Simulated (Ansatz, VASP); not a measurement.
# Pb: VASP beside Ansatz

INCAR

```
ALGO = Normal
EDIFF = 1E-7
ENCUT = 520
GGA = PS
ISIF = 2
ISMEAR = -1
LASPH = True
LCHARG = False
LREAL = False
LWAVE = False
NBANDS = 21
NELM = 60
PREC = Accurate
SIGMA = 0.05
```

Contents of KPOINTS:

```
k-points
0
Gamma
  7 7 7
```

File POSCAR:

```
Pb
1.0
    0.0000000000      3.4842552460      3.4842552460
    3.4842552460      0.0000000000      3.4842552460
    3.4842552460      3.4842552460      0.0000000000
Pb
2
Direct
    0.2500000000      0.2500000000      0.2500000000
    0.0000000000      0.0000000000      0.0000000000
```

The input input.yaml:

```yaml
crystal:
  lattice:
    - [0.0, 3.484255246, 3.484255246]
    - [3.484255246, 0.0, 3.484255246]
    - [3.484255246, 3.484255246, 0.0]
  atoms:
    - { symbol: Pb, position: [0.25, 0.25, 0.25] }
    - { symbol: Pb, position: [0.0, 0.0, 0.0] }
hamiltonian:
  xc: pbesol
  pseudopotentials: { kind: paw }
kpoints:
  mp_grid: { grid: [7, 7, 7] }
scf:
  occupations: { method: fermi_dirac, width: 0.05 }
output:
  forces: true
  stress: true
  eigenvalues: true
  write_density: true
  write_potential: true
  elf: true
  volumetric_format: npy
```

Change from the starting cell: volume scaled by 1.04.

Alike in both runs: task single point; functional PBEsol; k mesh 7 × 7 × 7; occupations fermi-dirac, width 0.05 eV; no spin polarisation.

```csv
,VASP,Ansatz
version,VASP 6.6.1,Ansatz 0.2.0
potentials or method,"VASP PAW PBE potentials, release 64 (Pb_d)",Ansatz PAW
plane-wave cutoff (eV),520,420
valence electrons in the cell,28,28
```

|  | VASP | Ansatz | Ansatz less VASP |
| --- | --- | --- | --- |
| gap on the k mesh at the Fermi level (eV) | none | none | - |
| pressure (GPa) | -0.8 | -0.7 | +0.06 |

A gap of «none» marks a metal or a gap that the smearing closes. The functional is the same, so the differences come from potentials, cutoffs and numerics.

Caveats: the PAW data sets were made with another functional, which shifts forces and pressure a little (VASP); the PAW data sets come from PBE, with cores solved anew for the run's functional, which leaves a small shift of forces and pressure (Ansatz). The runs have no spin-orbit coupling, so splittings on Pb are missing.
